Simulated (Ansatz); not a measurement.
Input and command of a plane-wave DFT calculation in Ansatz:

```yaml
crystal:
  lattice:
    - [0.0, 2.127, 3.348]
    - [1.228, 0.0, 3.348]
    - [1.228, 2.127, 0.0]
  atoms:
    - { symbol: C, position: [0.0405577738, 0.7802307567, 0.3925151996] }
    - { symbol: C, position: [0.83333, 0.16667, 0.83333] }
basis:
  ecutwfc: 500
kpoints:
  mp_grid: { grid: [14, 14, 14] }
hamiltonian:
  xc: r2scan
scf:
  occupations: { method: gaussian, width: 0.05 }
output:
  forces: true
  stress: true
  eigenvalues: true
```

```bash
ansatz run input.yaml --threads 1 --pin off --max-ram 2560MiB --backend cpu --events-out ev --progress --plain --runs-dir out
```

Processor: Intel(R) Xeon(R) Processor @ 2.50GHz (Skylake/Cascade Lake), 1 thread, on a host shared with other jobs.

**Question.** Estimate time, memory and problem size.

**Answer.** About 69 s on 1 thread of Intel(R) Xeon(R) Processor @ 2.50GHz (Skylake/Cascade Lake), with other jobs on the host, peak memory 0.62 GiB. It solves 8 bands at 1376 k points (the mesh reduced by symmetry) with about 439 plane waves, in 6 SCF iterations.
